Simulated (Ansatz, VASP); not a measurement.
Mn: VASP beside Ansatz

```xyz
4
Lattice="2.4833 0.0000 0.0000 -1.2416 2.1506 0.0000 0.0000 0.0000 8.0175" Properties=species:S:1:pos:R:3 pbc="T T T"
Mn    0.0000    0.0000    4.0087
Mn    0.0000    0.0000    0.0000
Mn    0.0000    1.4337    6.0131
Mn    1.2416    0.7169    2.0044
```

Alike in both runs: functional PBE; k mesh 21 × 21 × 6; occupations gaussian, width 0.1 eV; no spin polarisation.

Ansatz relaxed the structure, and its values are those at the end. VASP's run is a single point on that final structure, the one shown.

|  | VASP | Ansatz |
| --- | --- | --- |
| version | VASP 6.6.1 | Ansatz 0.2.0 |
| potentials or method | VASP PAW PBE potentials, release 64 (Mn_pv) | scalar-relativistic, plane waves, PAW |
| plane-wave cutoff (eV) | 520 | 420 |
| valence electrons in the cell | 52 | 60 |

VASP gave:

- gap on the k mesh at the Fermi level (eV): none
- pressure (GPa): -0.1

Task: What did Ansatz give for the same quantities?

Result: gap on the k mesh at the Fermi level (eV): none; pressure (GPa): 0.0.

A gap of «none» marks a metal or a gap that the smearing closes. The two sets of potentials don't hold the same shells in valence.

Caveats: the run has no spin polarisation, though such a crystal can be magnetic. Spin polarisation is off, so any magnetic state and its effect on volume and gap are missing.
